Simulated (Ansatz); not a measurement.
**Cobalt, hcp under PBE: testing the plane-wave cutoff**

Aim: find which plane-wave cutoff is enough for energy and pressure and moments. The geometry was relaxed under PBE beforehand and stays fixed; 9 values are run, from 150 to 800 eV. Wanted are the values from which on the energy stays within 10 and 1 meV/atom, and the pressure within 0.5 GPa, of the last run. Within the series other settings stay, but some runs also write fields, which adds to their time. The moments start as that relaxation left them.

Method: DFT PBE, plane waves with PAW, scalar-relativistic, in Ansatz 0.2.0.

### Step 1. Starting point

The structure is hexagonal, space group P6_3/mmc (No. 194). The conventional cell has a = 2.494 Å, b = 2.494 Å, c = 4.028 Å, α = 90.00°, β = 90.00°, γ = 120.00°. Co (site symmetry -6m2) has 12 Co at 2.48 to 2.49 Å as nearest neighbours.

As a file:

```xyz
2
Lattice="2.4935 0.0000 0.0000 -1.2468 2.1595 0.0000 0.0000 0.0000 4.0278" Properties=species:S:1:pos:R:3 pbc="T T T"
Co    0.0000    1.4396    1.0069
Co    1.2468    0.7198    3.0208
```

The atoms start with moments of +1.69 ×2 μB.

### Step 2. The usual settings first

The input, input.yaml:

```yaml
crystal:
  lattice:
    - [2.4935221926, 0.0, 0.0]
    - [-1.2467610963, 2.1594535637, 0.0]
    - [0.0, 0.0, 4.0277844638]
  atoms:
    - { symbol: Co, position: [0.3333333333, 0.6666666667, 0.25], spin: 1.69 }
    - { symbol: Co, position: [0.6666666667, 0.3333333333, 0.75], spin: 1.69 }
hamiltonian:
  xc: pbe
  pseudopotentials:
    kind: paw
    azcp:
      Co: "pseudopotentials/Co.paw.azcp"
basis:
  ecutwfc: 420
  fft_grid_basis: typed
kpoints:
  mp_grid: { grid: [24, 24, 13], shift: [0, 0, 0] }
magnetization:
  spin_polarized: true
scf:
  occupations: { method: fermi_dirac, width: 0.05 }
  lower_state_search: "off"
output:
  stress: true
  write_density: true
  write_potential: true
  elf: true
  volumetric_format: npy
```

Command:

```sh
$ ansatz run input.yaml --threads 1 --pin off --max-ram 3584MiB --backend cpu --events-out ev --progress --plain --runs-dir out
```

What it wrote, cut to the lines that bear on the results:

```text
[...]
Pseudopotentials: kind: paw
Pseudopotential: Co, paw, valence charge 17, recommended cutoff 420 eV (normal), <dir>
Functional definition: PBE
[...]
Crystal: 2 atoms, lattice volume = 21.688 Å³
Basis set: ecut = 420 eV, 403 PW (Γ)
Bands: 23, of which v1, the nominal top of the filled ones, is band 17 counted from 1 (16 counted from 0)
Symmetry: 24 space group operations
Space group: P63/mmc (ITA 194), of the structure as read, at distance tolerance 2.8e-5 Å
Magnetic group: BNS 194.263 (UNI 1493), of the structure as read, at distance tolerance 2.8e-5 Å
k-points: 427 of 7488
[...]
Starting moments: Σ|m| = 3.38 μB on 2 of 2 sites
[...]
SCF iter   1: F=—  HF=-10252.195522 eV  |F-HF|=—  |Δ(HF+E_count)|=         —  Δρ=5.56e-2 (↑1.54e-2 ↓5.56e-2)  dr2=2.48e-1  dr2_m=2.22e-1  M=3.146 μB ∫|m|=3.219 μB  β_m=1.00  ethr=7.28e-4  ⟨swp⟩=1.0  Hψ=100615  notcnv=0
[...]
spin-set hold released at iteration 7 (site moments contracting): the magnetisation degrees of freedom join the quasi-Newton model from the next iteration; the mixer history was flushed
[...]
SCF iter  13: F=-10252.311236 eV  HF=-10252.311236 eV  |F-HF|=4.77e-10  |Δ(HF+E_count)|=   3.97e-8  Δρ=2.88e-6 (↑8.33e-7 ↓2.88e-6)  dr2=8.59e-10  dr2_m=4.26e-10  M=3.227 μB ∫|m|=3.559 μB  ethr=2.06e-12  ⟨swp⟩=4.3  Hψ=102609  notcnv=0
[...]
SCF converged after 13 iterations
Magnetization: 3.2273 μB (18.6136 up, 15.3864 down)
Absolute magnetization: 3.5605 μB (∫|ρ↑−ρ↓|, with the PAW one-centre terms)
Spin contamination: 0.0567 ħ² per cell (⟨S²⟩ above its minimum at these occupations)
Per-site moments (μB) at R_I (Å): [(1.6901207678077415, 1.0211614668263853), (1.6901207678077415, 1.0211614668263853)]
Free energy (F): -10252.311236 eV
[...]
E sigma→0 (E₀):  -10252.304060 eV
Entropy (-TS):   -0.014352 eV (-7.176 meV/atom)
Fermi energy:    18.701966 eV
[...]
--- Stress (GPa, compression-positive) ---
        0.286747       0.000000       0.000000
        0.000000       0.286747       0.000000
        0.000000       0.000000       0.484860
  P = ⅓ Tr σ = 0.3528 GPa (3.528 kbar)
--- Band table (eV; the first three rows and the last of 854) ---
  k-point 0 ↑: bands = ["-77.3641", "-77.3066", "-40.7629", "-40.4807", "-40.4807", "-40.4323", "-40.4323", "-40.4313", "9.6808", "13.5190", "16.0854", "16.0999", "16.0999", "16.4171", "16.4171", "16.7612", "16.7612", "17.8793", "17.8793", "18.5425", "25.0252", "40.4647", "42.8587"]
[...]
```

Run time: 63 s. Hardware: 1 thread of Intel Xeon Platinum 8259CL at 2.50GHz (Skylake/Cascade Lake), shared host; peak memory 0.66 GiB.

### Step 3. Cutoff 150 eV

The run at 150 eV.

input.yaml: that of step 2 with these lines changed.

```diff
@@ -15,6 +15,6 @@
 basis:
-  ecutwfc: 420
+  ecutwfc: 150
   fft_grid_basis: typed
 kpoints:
-  mp_grid: { grid: [24, 24, 13], shift: [0, 0, 0] }
+  mp_grid: { grid: [14, 14, 8], shift: [0, 0, 0] }
 magnetization:
@@ -26,5 +26 @@
   stress: true
-  write_density: true
-  write_potential: true
-  elf: true
-  volumetric_format: npy
```

Command:

```sh
$ ansatz run input.yaml --threads 1 --pin off --max-ram 3584MiB --backend cpu --events-out ev --progress --plain --runs-dir out
```

What it wrote, cut to the lines that bear on the results:

```text
Warning: basis.ecutwfc = 150 eV is below the records' recommended 420 eV, and the density's cutoff is lower with it unless basis.ecutrho_ratio is high enough to keep the records' density cutoff: compare with a run at a higher cutoff
Warning: basis.ecutrho_ratio 4 (ecutrho = 600 eV, dense FFT grid 10×10×18): the grid does not resolve the core-correction charge of Co (measure 0.24 e/Å^2.5); warned from 0.08. The energy and each atom's force then go with where the atoms sit on the grid: on a 12-atom cubic HfO2 cell [...]
[... 3 set-up lines as earlier in the session ...]
[...]
Crystal: 2 atoms, lattice volume = 21.688 Å³
Basis set: ecut = 150 eV, 99 PW (Γ)
Bands: 23, of which v1, the nominal top of the filled ones, is band 17 counted from 1 (16 counted from 0)
[... 2 set-up lines as earlier in the session ...]
Magnetic group: BNS 194.263 (UNI 1493), of the structure as read, at distance tolerance 2.8e-5 Å
k-points: 120 of 1568
[...]
Starting moments: Σ|m| = 3.38 μB on 2 of 2 sites
[...]
spin-set hold released at iteration 7 (site moments contracting): the magnetisation degrees of freedom join the quasi-Newton model from the next iteration; the mixer history was flushed
[...]
SCF iter  14: F=-10045.231747 eV  HF=-10045.231747 eV  |F-HF|=1.82e-11  |Δ(HF+E_count)|=   1.78e-9  Δρ=2.46e-7 (↑2.46e-7 ↓2.06e-7)  dr2=8.15e-13  dr2_m=9.94e-12  M=0.000 μB ∫|m|=0.000 μB  ethr=1.01e-12  ⟨swp⟩=1.0  Hψ=14499  notcnv=0
WARN: the starting moments were not kept: the SCF closed with an absolute magnetisation of 2.7e-6 μB, where they sum to 3.38 μB in size (2 sites). That is at most 0.1 of that sum. Measured as dr2_m measures the in/out step, that magnetisation stands 1.0e-12 eV from none, at or under the [...]
SCF converged after 14 iterations
Magnetization: 0.0000 μB (17.0000 up, 17.0000 down)
Absolute magnetization: 0.0000 μB (∫|ρ↑−ρ↓|, with the PAW one-centre terms)
Spin contamination: 0.0000 ħ² per cell (⟨S²⟩ above its minimum at these occupations)
Per-site moments (μB) at R_I (Å): [(3.1374979201534273e-7, 1.0211614668263853), (3.137497916959701e-7, 1.0211614668263853)]
Free energy (F): -10045.231747 eV
[...]
E sigma→0 (E₀):  -10045.225673 eV
Entropy (-TS):   -0.012147 eV (-6.073 meV/atom)
Fermi energy:    18.332024 eV
[...]
--- Stress (GPa, compression-positive) ---
       73.688140       0.000000       0.000000
        0.000000      73.688140       0.000000
        0.000000       0.000000     189.300676
  P = ⅓ Tr σ = 112.2257 GPa (1122.257 kbar)
```

It took 6 s on 1 thread of Intel Xeon Platinum 8259CL at 2.50GHz (Skylake/Cascade Lake), shared host; peak memory 0.4 GiB.

### Step 4. Cutoff 200 eV

The run at 200 eV.

input.yaml: that of step 3 with these lines changed.

```diff
@@ -15,3 +15,3 @@
 basis:
-  ecutwfc: 150
+  ecutwfc: 200
   fft_grid_basis: typed
```

Command:

```sh
$ ansatz run input.yaml --threads 1 --pin off --max-ram 3584MiB --backend cpu --events-out ev --progress --plain --runs-dir out
```

What it wrote, cut to the lines that bear on the results:

```text
Warning: basis.ecutwfc = 200 eV is below the records' recommended 420 eV, and the density's cutoff is lower with it unless basis.ecutrho_ratio is high enough to keep the records' density cutoff: compare with a run at a higher cutoff
[...]
[... 3 set-up lines as earlier in the session ...]
[...]
Crystal: 2 atoms, lattice volume = 21.688 Å³
Basis set: ecut = 200 eV, 135 PW (Γ)
Bands: 23, of which v1, the nominal top of the filled ones, is band 17 counted from 1 (16 counted from 0)
[... 2 set-up lines as earlier in the session ...]
Magnetic group: BNS 194.263 (UNI 1493), of the structure as read, at distance tolerance 2.8e-5 Å
k-points: 120 of 1568
[...]
Starting moments: Σ|m| = 3.38 μB on 2 of 2 sites
[...]
spin-set hold released at iteration 8 (site moments contracting): the magnetisation degrees of freedom join the quasi-Newton model from the next iteration; the mixer history was flushed
[...]
SCF iter  13: F=-10208.260995 eV  HF=-10208.260995 eV  |F-HF|=5.56e-9  |Δ(HF+E_count)|=   3.71e-7  Δρ=1.41e-5 (↑3.20e-6 ↓1.41e-5)  dr2=8.10e-9  dr2_m=1.16e-8  M=3.216 μB ∫|m|=3.446 μB  ethr=2.67e-10  ⟨swp⟩=3.0  Hψ=14624  notcnv=0
[...]
SCF converged after 13 iterations
Magnetization: 3.2162 μB (18.6081 up, 15.3919 down)
Absolute magnetization: 3.4453 μB (∫|ρ↑−ρ↓|, with the PAW one-centre terms)
Spin contamination: 0.0382 ħ² per cell (⟨S²⟩ above its minimum at these occupations)
Per-site moments (μB) at R_I (Å): [(1.6592028499818146, 1.0211614668263853), (1.6592028499818152, 1.0211614668263853)]
Free energy (F): -10208.260995 eV
[...]
E sigma→0 (E₀):  -10208.246899 eV
Entropy (-TS):   -0.028192 eV (-14.096 meV/atom)
Fermi energy:    17.179024 eV
[...]
--- Stress (GPa, compression-positive) ---
      -66.440490       0.000000       0.000000
       -0.000000     -66.440490       0.000000
        0.000000       0.000000     -68.805134
  P = ⅓ Tr σ = -67.2287 GPa (-672.287 kbar)
```

Run time: 7.5 s. Hardware: 1 thread of Intel Xeon Platinum 8259CL at 2.50GHz (Skylake/Cascade Lake), shared host; peak memory 0.41 GiB.

### Step 5. Cutoff 250 eV

The run at 250 eV.

input.yaml: that of step 4 with these lines changed.

```diff
@@ -15,3 +15,3 @@
 basis:
-  ecutwfc: 200
+  ecutwfc: 250
   fft_grid_basis: typed
@@ -26 +26,5 @@
   stress: true
+  write_density: true
+  write_potential: true
+  elf: true
+  volumetric_format: npy
```

Command:

```sh
$ ansatz run input.yaml --threads 1 --pin off --max-ram 3584MiB --backend cpu --events-out ev --progress --plain --runs-dir out
```

What it wrote, cut to the lines that bear on the results:

```text
Warning: basis.ecutwfc = 250 eV is below the records' recommended 420 eV, and the density's cutoff is lower with it unless basis.ecutrho_ratio is high enough to keep the records' density cutoff: compare with a run at a higher cutoff
[...]
[... 3 set-up lines as earlier in the session ...]
[...]
Crystal: 2 atoms, lattice volume = 21.688 Å³
Basis set: ecut = 250 eV, 197 PW (Γ)
Bands: 23, of which v1, the nominal top of the filled ones, is band 17 counted from 1 (16 counted from 0)
[... 2 set-up lines as earlier in the session ...]
Magnetic group: BNS 194.263 (UNI 1493), of the structure as read, at distance tolerance 2.8e-5 Å
k-points: 120 of 1568
[...]
Starting moments: Σ|m| = 3.38 μB on 2 of 2 sites
[...]
SCF iter  13: F=-10243.651934 eV  HF=-10243.651934 eV  |F-HF|=2.50e-8  |Δ(HF+E_count)|=   2.26e-7  Δρ=1.38e-5 (↑1.14e-5 ↓1.38e-5)  dr2=2.71e-9  dr2_m=2.97e-8  M=3.194 μB ∫|m|=3.539 μB  ethr=2.94e-10  ⟨swp⟩=8.0  Hψ=30272  notcnv=0
[...]
SCF converged after 13 iterations
Magnetization: 3.1942 μB (18.5971 up, 15.4029 down)
Absolute magnetization: 3.5388 μB (∫|ρ↑−ρ↓|, with the PAW one-centre terms)
Spin contamination: 0.0548 ħ² per cell (⟨S²⟩ above its minimum at these occupations)
Per-site moments (μB) at R_I (Å): [(1.6744866143605452, 1.0211614668263853), (1.6744866143605455, 1.0211614668263853)]
Free energy (F): -10243.651934 eV
[...]
E sigma→0 (E₀):  -10243.642900 eV
Entropy (-TS):   -0.018068 eV (-9.034 meV/atom)
Fermi energy:    18.209781 eV
[...]
--- Stress (GPa, compression-positive) ---
       22.346179       0.000000       0.000000
        0.000000      22.346179       0.000000
        0.000000       0.000000      17.321299
  P = ⅓ Tr σ = 20.6712 GPa (206.712 kbar)
--- Band table (eV; the first three rows and the last of 240) ---
[... band rows left out ...]
[...]
```

Run time: 9 s. Hardware: 1 thread of Intel Xeon Platinum 8259CL at 2.50GHz (Skylake/Cascade Lake), shared host; peak memory 0.43 GiB.

### Step 6. Cutoff 300 eV

The run at 300 eV.

input.yaml: that of step 5 with these lines changed.

```diff
@@ -15,3 +15,3 @@
 basis:
-  ecutwfc: 250
+  ecutwfc: 300
   fft_grid_basis: typed
@@ -26,5 +26 @@
   stress: true
-  write_density: true
-  write_potential: true
-  elf: true
-  volumetric_format: npy
```

Command:

```sh
$ ansatz run input.yaml --threads 1 --pin off --max-ram 3584MiB --backend cpu --events-out ev --progress --plain --runs-dir out
```

What it wrote, cut to the lines that bear on the results:

```text
Warning: basis.ecutwfc = 300 eV is below the records' recommended 420 eV, and the density's cutoff is lower with it unless basis.ecutrho_ratio is high enough to keep the records' density cutoff: compare with a run at a higher cutoff
[...]
[... 3 set-up lines as earlier in the session ...]
[...]
Crystal: 2 atoms, lattice volume = 21.688 Å³
Basis set: ecut = 300 eV, 263 PW (Γ)
Bands: 23, of which v1, the nominal top of the filled ones, is band 17 counted from 1 (16 counted from 0)
[... 2 set-up lines as earlier in the session ...]
Magnetic group: BNS 194.263 (UNI 1493), of the structure as read, at distance tolerance 2.8e-5 Å
k-points: 120 of 1568
[...]
Starting moments: Σ|m| = 3.38 μB on 2 of 2 sites
[...]
spin-set hold released at iteration 5 (site moments contracting): the magnetisation degrees of freedom join the quasi-Newton model from the next iteration; the mixer history was flushed
[...]
SCF iter  12: F=-10251.173480 eV  HF=-10251.173480 eV  |F-HF|=5.29e-10  |Δ(HF+E_count)|=   1.43e-8  Δρ=2.97e-6 (↑2.97e-6 ↓2.22e-6)  dr2=6.55e-11  dr2_m=1.28e-9  M=3.120 μB ∫|m|=3.460 μB  ethr=2.94e-10  ⟨swp⟩=3.5  Hψ=15207  notcnv=0
[...]
SCF converged after 12 iterations
Magnetization: 3.1202 μB (18.5601 up, 15.4399 down)
Absolute magnetization: 3.4609 μB (∫|ρ↑−ρ↓|, with the PAW one-centre terms)
Spin contamination: 0.0549 ħ² per cell (⟨S²⟩ above its minimum at these occupations)
Per-site moments (μB) at R_I (Å): [(1.6366668249333898, 1.0211614668263853), (1.6366668249333896, 1.0211614668263853)]
Free energy (F): -10251.173480 eV
[...]
E sigma→0 (E₀):  -10251.165798 eV
Entropy (-TS):   -0.015365 eV (-7.682 meV/atom)
Fermi energy:    18.558413 eV
[...]
--- Stress (GPa, compression-positive) ---
        5.076899       0.000000       0.000000
        0.000000       5.076899       0.000000
        0.000000       0.000000       6.400297
  P = ⅓ Tr σ = 5.5180 GPa (55.180 kbar)
```

It took 7 s on 1 thread of Intel Xeon Platinum 8259CL at 2.50GHz (Skylake/Cascade Lake), shared host; peak memory 0.44 GiB.

[end of part 1 of 2]
